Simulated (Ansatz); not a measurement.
**How much does Cr in W(100), 2x2 scatter?**

Aim: the resistance that Cr in W(100), 2x2 adds to the host.

Calculated with Ansatz 0.2.0; Ansatz plane-wave DFT, PBE, PAW files, collinear spin; ballistic transport by layer matching (Landauer), zero bias; PAW set soft_1, in the first sound run; inputs show where later runs differ.

Most raw output is cut from this account.

## (1) Starting point

The cell holds 72 atoms: 71 W and 1 Cr. Cell: a = 6.330 Å, b = 6.330 Å, c = 28.483 Å, α = 90.0°, β = 90.0°, γ = 90.0°. It derives from W. Regions: lead, 40 atoms (40 W); scattering region, 32 atoms (31 W and 1 Cr). The structure is stacked along c, and the current runs across the ab planes.

## (2) Transmission at ideal sites

The defect sits in one plane of the supercell, all atoms on ideal sites; the layers about the cell's end are the lead. The mesh across the current, 8×8, is finer than the density's, because channels open and close sharply across the zone. Energies from -0.1 to 0.1 eV in steps of 0.05 eV are too few for the program's thermal sum, so it prints no conductance; for a metal the transmission near the Fermi level serves, at a fraction of the cost.

Contents of input.yaml:

```yaml
crystal:
  lattice:
    - [6.3296, 0.0, 0.0]
    - [0.0, 6.3296, 0.0]
    - [0.0, 0.0, 28.4832]
  atoms:
    - { symbol: W, position: [0.0, 0.0, 0.0277777778] }
    - { symbol: W, position: [0.0, 0.5, 0.0277777778] }
    - { symbol: W, position: [0.5, 0.0, 0.0277777778] }
    - { symbol: W, position: [0.5, 0.5, 0.0277777778] }
    - { symbol: W, position: [0.25, 0.25, 0.0833333333] }
    - { symbol: W, position: [0.25, 0.75, 0.0833333333] }
    - { symbol: W, position: [0.75, 0.25, 0.0833333333] }
    - { symbol: W, position: [0.75, 0.75, 0.0833333333] }
[... 60 atom lines left out ...]
    - { symbol: W, position: [0.25, 0.25, 0.9722222222] }
    - { symbol: W, position: [0.25, 0.75, 0.9722222222] }
    - { symbol: W, position: [0.75, 0.25, 0.9722222222] }
    - { symbol: W, position: [0.75, 0.75, 0.9722222222] }
magnetization:
  spin_polarized: true
kpoints:
  mp_grid: { grid: [4, 4, 1] }
hamiltonian:
  xc: pbe
  pseudopotentials: { kind: paw, azcp: { folder: soft_1 } }
scf:
  occupations: { method: fermi_dirac, width: 0.1 }
output:
  transmission: { leads: [[0, 4]], kmesh: [8, 8], e_range: [-0.1, 0.1], de: 0.05 }
  write_potential: true
  write_density: true
  volumetric_format: npy
  elf: true
```

The run is started by

```console
$ ansatz run input.yaml --threads 4 --pin off --max-ram 15360MiB --backend cpu --events-out ev --progress --plain --runs-dir out
```

Elapsed: 24 min, on 4 threads of Arm Neoverse V1, shared host; peak memory 9.1 GiB; 1.5 h of CPU time.

This step gave:

```yaml
free_energy: -740777.9650 eV
energy_at_zero_smearing: -740777.3349 eV
fermi_energy: 22.30 eV
cell_area: 40.06 Å²
transmission_spin_up: 4.806
transmission_spin_down: 4.806
open_channels_spin_up: 5.031
open_channels_spin_down: 5.031
step_of_the_lead_s_potential: 0.6 meV
```

Per spin. The transmission, zone mean, T up = T down by energy, zero at the Fermi level:

```csv
energy (eV),"transmission, zone mean, T up = T down"
-0.1000,4.65
-0.0500,4.59
0.0000,4.81
0.0500,5.43
0.1000,5.34
```

Per spin. The open channels, zone mean, lead up = lead down by energy, zero at the Fermi level:

```
energy (eV)  open channels, zone mean, lead up = lead down
    -0.1000                                           4.72
    -0.0500                                           4.66
     0.0000                                           5.03
     0.0500                                           5.66
     0.1000                                           5.53
```

Transmission over k1 and k2. At 0.0000 eV from the Fermi level, spin up.

Values, 8 rows by 8 columns:
```
 2.0  1.0  3.0  4.0  4.9  4.0  3.0  1.0
 2.0  3.0  2.0  4.0  7.6  4.0  2.0  3.0
 4.0  4.0  4.0 12.4 13.7 12.4  4.0  4.0
 3.9  4.9  7.6 13.7 13.8 13.7  7.6  4.9
 4.0  4.0  4.0 12.4 13.7 12.4  4.0  4.0
 2.0  3.0  2.0  4.0  7.6  4.0  2.0  3.0
 2.0  1.0  3.0  4.0  4.9  4.0  3.0  1.0
 0.0  2.0  2.0  4.0  3.9  4.0  2.0  2.0
```
Columns: k1 (b1) from -0.5 to 0.375; rows upwards: k2 (b2) from -0.5 to 0.375.

Open channels over k1 and k2. At 0.0000 eV from the Fermi level, spin up.

Ten even steps from '_' (0.0) to '@' (14.0):
```
..__::::--::::__
..::..--++--..::
::::--@@@@@@--::
::--++@@@@@@++--
::::--@@@@@@--::
..::..--++--..::
..__::::--::::__
__....::::::....
```
Columns: k1 (b1) from -0.5 to 0.375; rows upwards: k2 (b2) from -0.5 to 0.375.

Transmission over k1 and k2. At 0.0000 eV from the Fermi level, spin down.

Values, 8 rows by 8 columns:
```
 2.0  1.0  3.0  4.0  4.9  4.0  3.0  1.0
 2.0  3.0  2.0  4.0  7.6  4.0  2.0  3.0
 4.0  4.0  4.0 12.4 13.7 12.4  4.0  4.0
 3.9  4.9  7.6 13.7 13.8 13.7  7.6  4.9
 4.0  4.0  4.0 12.4 13.7 12.4  4.0  4.0
 2.0  3.0  2.0  4.0  7.6  4.0  2.0  3.0
 2.0  1.0  3.0  4.0  4.9  4.0  3.0  1.0
 0.0  2.0  2.0  4.0  3.9  4.0  2.0  2.0
```
Columns: k1 (b1) from -0.5 to 0.375; rows upwards: k2 (b2) from -0.5 to 0.375.

Open channels over k1 and k2. At 0.0000 eV from the Fermi level, spin down.

Ten even steps from '_' (0.0) to '@' (14.0):
```
..__::::--::::__
..::..--++--..::
::::--@@@@@@--::
::--++@@@@@@++--
::::--@@@@@@--::
..::..--++--..::
..__::::--::::__
__....::::::....
```
Columns: k1 (b1) from -0.5 to 0.375; rows upwards: k2 (b2) from -0.5 to 0.375.

Electrostatic potential energy in the ca plane at fractional y = 0.250, with atoms of W and Cr within 0.2 Å of it. With pseudopotentials it is smooth inside the atoms' cores, unlike the true potential.

Ten even steps from '0' (-24 eV) to '9' (23 eV), each cell a mean:
```
99999999999999999999999999999999999999999999
89999755689999755799998655799998656899997556
48998300269997200279995101389984101589973002
27996100038985000058983000169972000279961000
27996100038985000058983000169972000279961000
58998410269997300379996201389985101589973102
89999755689999755799998655799998656899997556
99999999999999999999999999999999999999999999
99999999999999999999999999999999999999999999
99999887899999877899999989999999878999998778
69998522479998522589998544799996323699985224
38997200048995100169996232489973000389962000
27996100038984000048995243379972000279950000
38997200048995100169996232489973000389962000
69998632479998522589998644799996323699985324
99999987899999877899999989999999878999998878
99999999999999999999999999999999999999999999
```
Columns run along c (16.0 Å, from fractional 0.22 to 0.78 of the cell; values clipped at the 3rd and 97th percentile), rows up along a (6.3 Å). Atoms in or near the plane, at fractional coordinates: W at (0.31, 0.25), W at (0.31, 0.75), W at (0.42, 0.25), W at (0.42, 0.75), Cr at (0.53, 0.25), W at (0.53, 0.75), W at (0.64, 0.25), W at (0.64, 0.75), W at (0.75, 0.25), W at (0.75, 0.75).

Valence density in the ca plane at fractional y = 0.250, with atoms of W and Cr within 0.2 Å of it. It is the smooth field of the valence electrons, not physical close to the nuclei.

Ten steps, logarithmic in the rise over the least value, from '0' (0 e/Å³) to '9' (19 e/Å³), each cell a mean:
```
00000000000000000000000000000000000000000000
10001133210001233210001233100001232100012332
31001466531002566520003566410013665310014665
51002577641003677630014677520015777510026776
51002577641003677630014677520015777510026776
31001466531002566420003566410013565310014665
10000133210001233210001232100001232100012332
00000000000000000000000000000000000000000000
00000000000000000000000000000000000000000000
10000111100000111100000000000001111100001111
21001345420001355310001344200012454210013454
41002577631003677530002788500014676410025776
51002677741003677630003899610015777510026777
41002577631003577530002688500014676410025776
21001345420001355310001344200012454210013454
10000111100000111100000000000001111100001111
00000000000000000000000000000000000000000000
```
Columns run along c (16.0 Å, from fractional 0.22 to 0.78 of the cell), rows up along a (6.3 Å). Atoms in or near the plane, at fractional coordinates: W at (0.31, 0.25), W at (0.31, 0.75), W at (0.42, 0.25), W at (0.42, 0.75), Cr at (0.53, 0.25), W at (0.53, 0.75), W at (0.64, 0.25), W at (0.64, 0.75), W at (0.75, 0.25), W at (0.75, 0.75).

ELF in the ca plane at fractional y = 0.250, with atoms of W and Cr within 0.2 Å of it. It is the smooth field of the valence electrons, not physical close to the nuclei.

Ten even steps from '0' (0.10) to '9' (0.88), each cell a mean:
```
44444321244444311344444212344444212444443212
23443222124542122134542122234532221235432221
32431466622432566523422666413423666324314666
51221642631312633621313624612214616413216426
51321642631312633621313624612214626413216426
32431466522432566523422666414423666324314666
23443212124543122134542111234532121234432121
44444321344444311344444212344444212444443213
54344433454345433454345433444445333443444334
34444210134443200244443100244443101344442101
23442244323542344323431111124422444234423443
41331565631422655622411576203314656413215657
50221631630312622621300698302205505402216316
41331565631422655622411576203314656413315657
23442244323542344324431111124432444234422443
34444210134443200244443100244443101344442101
54344433454345433454345433444445333443444334
```
Columns run along c (16.0 Å, from fractional 0.22 to 0.78 of the cell), rows up along a (6.3 Å). Atoms in or near the plane, at fractional coordinates: W at (0.31, 0.25), W at (0.31, 0.75), W at (0.42, 0.25), W at (0.42, 0.75), Cr at (0.53, 0.25), W at (0.53, 0.75), W at (0.64, 0.25), W at (0.64, 0.75), W at (0.75, 0.25), W at (0.75, 0.75).

Nearest the Fermi level spin up passes 4.81 of 5.03 channels of the lower lead and spin down 4.81 of 5.03.

## (3) Resistance at ideal sites

This step: Ansatz plane-wave DFT, PBE, PAW files, collinear spin; ballistic transport by layer matching (Landauer), zero bias; area resistance of the defect plane and resistivity an atomic per cent; PAW set soft_1 (Ansatz 0.2.0).

Numbers from this step:

| Item | Value |
| --- | --- |
| area resistance | 0.03491 fΩ m² |
| T over the leads' mean channel count | 0.9666 |
| spin asymmetry γ | -1.01e-5 (R down - R up) / (R down + R up) |
| resistivity per at.% scaled from this dense plane, with the factor 3/4 for isotropic scattering | 0.6618 µΩ cm |

Averaged over the energies near the Fermi level, 96.7 % of the channels pass, which makes 0.0349 fΩ m².

By hand, with means over the energies near the Fermi level: RA per spin = A (h/e²)(1/T − ½[1/N₁ + 1/N₂]); spin up: 40.06×10⁻²⁰ m² × 25 813 Ω × (1/4.944 − ½[1/5.115 + 1/5.115]) = 0.0698 fΩ m²; spin down: 40.06×10⁻²⁰ m² × 25 813 Ω × (1/4.944 − ½[1/5.115 + 1/5.115]) = 0.0698 fΩ m². The spins conduct in parallel, so 1/RA = 1/0.0698 + 1/0.0698 and RA = 0.0349 fΩ m²; γ = (0.0698 − 0.0698)/(0.0698 + 0.0698) = 0.

## (4) Relaxing the neighbours

The neighbours of the defect are let go while the lead's layers stay on their sites, since a lead must repeat to 0.01 Å.

This step: Ansatz plane-wave DFT, PBE, PAW files, collinear spin; relaxation with the lead's layers held; PAW set soft_1 (Ansatz 0.2.0).

input.yaml: that of step 2 with these lines changed.

```diff
@@ -87,7 +87,6 @@
   occupations: { method: fermi_dirac, width: 0.1 }
-output:
-  transmission: { leads: [[0, 4]], kmesh: [8, 8], e_range: [-0.1, 0.1], de: 0.05 }
-  write_potential: true
-  write_density: true
-  volumetric_format: npy
-  elf: true
+relax:
+  f_tol: 0.03
+  max_steps: 40
+  constraints:
+    - { sites: [0, 1, 2, 3, 4, 5, 6, 7, 8, 9, 10, 11, 12, 13, 14, 15, 16, 17, 18, 19, 52, 53, 54, 55, 56, 57, 58, 59, 60, 61, 62, 63, 64, 65, 66, 67, 68, 69, 70, 71] }
```

The job ended after 50 min (4 threads; peak memory 8.7 GiB).

Relaxation path:

| step | energy less that of the first step (eV) | largest force component (eV/Å) |
| --- | --- | --- |
| 1 | 0.0000 | 0.3100 |
| 2 | 0.7391 | 1.1738 |
| 3 | -0.0662 | 0.0862 |
| 4 | -0.0674 | 0.0223 |

Relaxation step 2 was tried and not accepted.

The atoms that moved most (Å):

```
atom      dx      dy      dz  length
 W36  -0.013  -0.013   0.024   0.030
 W34   0.013  -0.013   0.024   0.030
 W35  -0.013   0.013   0.024   0.030
 W33   0.013   0.013   0.024   0.030
 W44  -0.013  -0.013  -0.018   0.026
 W43  -0.013   0.013  -0.018   0.026
 W42   0.013  -0.013  -0.018   0.026
 W41   0.013   0.013  -0.018   0.026
```

This step gave:

* free energy: -740778.0324 eV
* energy at zero smearing: -740777.4033 eV

The largest force component on a free atom ends at 0.022 eV/Å, under the tolerance of 0.03, after 4 steps.

## (5) Transmission after relaxation, relaxed yes

The transmission is solved again on the relaxed atoms.

This step: Ansatz plane-wave DFT, PBE, PAW files, collinear spin; ballistic transport by layer matching (Landauer), zero bias; PAW set soft_1 (Ansatz 0.2.0).

Contents of input.yaml:

```yaml
crystal:
  lattice:
    - [6.3296, 0.0, 0.0]
    - [0.0, 6.3296, 0.0]
    - [0.0, 0.0, 28.4832]
  atoms:
    - { symbol: W, position: [0.0, 0.0, 0.0277777778] }
    - { symbol: W, position: [0.0, 0.5, 0.0277777778] }
    - { symbol: W, position: [0.5, 0.0, 0.0277777778] }
    - { symbol: W, position: [0.5, 0.5, 0.0277777778] }
    - { symbol: W, position: [0.25, 0.25, 0.0833333333] }
    - { symbol: W, position: [0.25, 0.75, 0.0833333333] }
    - { symbol: W, position: [0.75, 0.25, 0.0833333333] }
    - { symbol: W, position: [0.75, 0.75, 0.0833333333] }
[... 60 atom lines left out ...]
    - { symbol: W, position: [0.25, 0.25, 0.9722222222] }
    - { symbol: W, position: [0.25, 0.75, 0.9722222222] }
    - { symbol: W, position: [0.75, 0.25, 0.9722222222] }
    - { symbol: W, position: [0.75, 0.75, 0.9722222222] }
magnetization:
  spin_polarized: true
kpoints:
  mp_grid: { grid: [4, 4, 1] }
hamiltonian:
  xc: pbe
  pseudopotentials: { kind: paw, azcp: { folder: soft_1 } }
scf:
  occupations: { method: fermi_dirac, width: 0.1 }
output:
  transmission: { leads: [[0, 4]], kmesh: [8, 8], e_range: [-0.05, 0.05], de: 0.05 }
  write_potential: true
  write_density: true
  volumetric_format: npy
```

Run time: 30 min. Hardware: 4 threads; peak memory 8.6 GiB.

This step gave:

| Item | Value |
| --- | --- |
| transmission, spin up | 4.893 |
| transmission, spin down | 4.893 |
| open channels, spin up | 5.281 |
| open channels, spin down | 5.281 |
| step of the lead's potential | 0.8 meV |

Per spin. Table of transmission, zone mean, T up = T down by energy, zero at the Fermi level:

```
energy (eV)  transmission, zone mean, T up = T down
    -0.0500                                    4.58
     0.0000                                    4.89
     0.0500                                    5.43
```

Nearest the Fermi level spin up passes 4.89 of 5.28 channels of the lower lead and spin down 4.89 of 5.28.

## (6) Resistance after relaxation

This step: Ansatz plane-wave DFT, PBE, PAW files, collinear spin; ballistic transport by layer matching (Landauer), zero bias; area resistance of the defect plane and resistivity an atomic per cent; PAW set soft_1 (Ansatz 0.2.0).

Numbers from this step:

| Property | Result |
| --- | --- |
| area resistance | 0.04594 fΩ m² |
| T over the leads' mean channel count | 0.9559 |
| spin asymmetry γ | -7.60e-6 (R down - R up) / (R down + R up) |
| resistivity per at.% scaled from this dense plane, with the factor 3/4 for isotropic scattering | 0.8709 µΩ cm |

Averaged over the energies near the Fermi level, 95.6 % of the channels pass, which makes 0.0459 fΩ m², against 0.0349 on ideal sites.

## (7) Results

| Item | Value |
| --- | --- |
| share of channels that pass, rigid | 0.967 |
| area resistance, rigid | 0.0349 fΩ m² |
| resistivity per at.% from the area resistance, times 3/4, rigid | 0.662 µΩ cm |
| share of channels that pass, relaxed | 0.956 |
| area resistance, relaxed | 0.0459 fΩ m² |
| resistivity per at.% from the area resistance, times 3/4, relaxed | 0.871 µΩ cm |

The plane of defects adds 0.046 fΩ m². Scaled to one atomic per cent that is 1.2 µΩ cm as it stands and 0.87 with the factor 3/4 for isotropic scattering on a spherical Fermi surface. These are rough estimates of the dilute value, not bounds. One Cr in each 2x2 cell reflects 4.4 % of the lead's channels. The relaxed cell differs by 32 % in resistance; between the two runs the lead's own channel count goes from 10.2 to 10.4, so sampling may have a part in it. The run was started with a moment but lost it, so both spins scatter alike. The defects form a dense periodic sheet that scatters coherently, unlike a dilute random alloy. T and N are means over the solved energies nearest the Fermi level. Spin-orbit coupling is left out, which matters for W. One magnetic start was tried, and the two spins conduct in parallel without mixing.

[Logs are printed without paths, hosts, clocks, repeated set-up lines and the standing remarks that a program may print on its own settings, such as how far it seeks lower states.]

[Hosts, paths, dates, database ids (printed as entryN), source tags and the programs' standing remarks are cut or masked in the printed files.]
